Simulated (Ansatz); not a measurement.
## Deforming MoS2

```
CELL_PARAMETERS angstrom
1.58150 0.91308 6.12333
-1.58150 0.91308 6.12333
0.00000 -1.82616 6.12333
ATOMIC_POSITIONS crystal
Mo 0.00000 0.00000 0.00000
S 0.74840 0.74840 0.74840
S 0.58490 0.58490 0.58490
```

Atoms are numbered in the order listed.

The cell comes from COD entry 9007661, which wasn't checked; take it as a given geometry.

Computed with DFT, PBE, all-electron PAW with datasets made for the crystal, scalar-relativistic in Ansatz 0.2.0.

Numerical set-up: a Γ-centred 13×13×13 k mesh, Fermi–Dirac smearing of 0.05 eV, cutoff 300 eV (chosen by the program for this cell), no spin polarisation.

The unchanged cell is at 9.29 GPa.

Semilocal functionals give too small gaps.

x, y and z are the Cartesian axes of the cell as listed; fractional coordinates follow a strain, and an engineering shear is twice the off-diagonal strain component.

Problem. One change gave: energy change +2 meV/atom; stress change (xx, yy, zz, yz, xz, xy) 0.03, 0.08, 0.05, -1.53, -1.55, -0.90 GPa, compression positive; change of the force on S2 (-0.205, -0.163, 0.010) eV/Å. Which change was it?
A. equal xy, yz and zx engineering shear strains of +2 %
B. equal xy, yz and zx engineering shear strains of -1 %
C. equal xy, yz and zx engineering shear strains of +3 %
D. equal xy, yz and zx engineering shear strains of +1 %
E. equal xy, yz and zx engineering shear strains of -2 %
F. equal xy, yz and zx engineering shear strains of -3 %

Solution. D. For equal xy, yz and zx engineering shear strains of -2 %: energy change +9 meV/atom; stress change (xx, yy, zz, yz, xz, xy) 0.26, 0.21, 0.21, 3.15, 3.20, 1.88 GPa, compression positive; change of the force on S2 (0.446, 0.342, 0.042) eV/Å. For equal xy, yz and zx engineering shear strains of +3 %: energy change +20 meV/atom; stress change (xx, yy, zz, yz, xz, xy) 0.42, 0.61, 0.45, -4.52, -4.56, -2.64 GPa, compression positive; change of the force on S2 (-0.584, -0.473, 0.090) eV/Å. For equal xy, yz and zx engineering shear strains of -3 %: energy change +21 meV/atom; stress change (xx, yy, zz, yz, xz, xy) 0.56, 0.50, 0.47, 4.76, 4.84, 2.85 GPa, compression positive; change of the force on S2 (0.689, 0.523, 0.096) eV/Å. For equal xy, yz and zx engineering shear strains of -1 %: energy change +2 meV/atom; stress change (xx, yy, zz, yz, xz, xy) 0.07, 0.04, 0.05, 1.56, 1.58, 0.93 GPa, compression positive; change of the force on S2 (0.217, 0.168, 0.010) eV/Å. For equal xy, yz and zx engineering shear strains of +2 %: energy change +9 meV/atom; stress change (xx, yy, zz, yz, xz, xy) 0.17, 0.28, 0.20, -3.04, -3.07, -1.78 GPa, compression positive; change of the force on S2 (-0.400, -0.320, 0.041) eV/Å.
